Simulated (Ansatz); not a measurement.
# ZnS: the cost of one run

Method: DFT PBE, scalar-relativistic, plane waves, PAW, in Ansatz 0.2.0.

The COD entry's cell or inner coordinates are ideal or old and differ from later refinements, so a difference from it is no clean test against experiment.

1 further run of the same task is left out (set aside as unsound or not needed).

**1. The system as given**

The structure is cubic, space group F-43m (No. 216). The conventional cell has a = 5.443 Å, b = 5.443 Å, c = 5.443 Å, α = 90.00°, β = 90.00°, γ = 90.00°. Zn (site symmetry -43m) has 4 S at 2.36 Å as nearest neighbours. S (site symmetry -43m) has 4 Zn at 2.36 Å as nearest neighbours.

Structure file:

```cif
data_structure
_symmetry_space_group_name_H-M 'P 1'
_symmetry_Int_Tables_number 1
_cell_length_a 3.8488
_cell_length_b 3.8488
_cell_length_c 3.8488
_cell_angle_alpha 60.000
_cell_angle_beta 60.000
_cell_angle_gamma 60.000
_cell_volume 40.31
loop_
_atom_site_label
_atom_site_type_symbol
_atom_site_fract_x
_atom_site_fract_y
_atom_site_fract_z
_atom_site_occupancy
Zn1 Zn 0.25000 0.25000 0.25000 1
S1 S 0.00000 0.00000 0.00000 1
```

It is the result of an earlier relaxation at this level (volume 20.16 Å³/atom; gap on the mesh: 2.02 eV).

**2. Building the ladder chain**

A free-standing chain of the crystal's atoms, periodic along c. Atoms and period relax; energies count from the bulk, -2111.3672 eV an atom.

The cell holds 2 Zn, 2 S: a = 11.200 Å, b = 9.300 Å, c = 4.242 Å, α = 90.00°, β = 90.00°, γ = 90.00°.

**3. The relaxation run**

Pressure and volume refer to the whole cell with its vacuum; only the period along c may change.

Contents of input.yaml:

```yaml
crystal:
  lattice:
    - [11.2, 0.0, 0.0]
    - [0.0, 9.3, 0.0]
    - [0.0, 0.0, 4.2423690711]
  atoms:
    - { symbol: Zn, position: [0.4005694749, 0.5, 0.0], spin: 0.5 }
    - { symbol: S, position: [0.4005694749, 0.5, 0.5], spin: 0.5 }
    - { symbol: S, position: [0.5994305251, 0.5, 0.0], spin: 0.5 }
    - { symbol: Zn, position: [0.5994305251, 0.5, 0.5], spin: 0.5 }
basis:
  ecutwfc: 420
kpoints:
  mp_grid: { grid: [1, 1, 15] }
hamiltonian:
  xc: pbe
scf:
  occupations: { method: gaussian, width: 0.05 }
output:
  forces: true
  stress: true
  eigenvalues: true
  populations: true
  write_density: true
  write_potential: true
  elf: true
  volumetric_format: npy
magnetization:
  spin_polarized: true
relax:
  adjacent_minimum: "off"
  f_tol: 0.01
  max_steps: 45
  cell: { fix: [a, b, alpha, beta, gamma], stress_tol: 0.03 }
```

Run with:

```bash
$ ansatz run input.yaml --threads 2 --pin off --max-ram 5120MiB --backend cpu --events-out ev --progress --plain --runs-dir out
```

What time and memory should one allow on 2 threads of Arm Neoverse V1, shared host?

About 1.7 min, with a peak of 0.7 GiB.
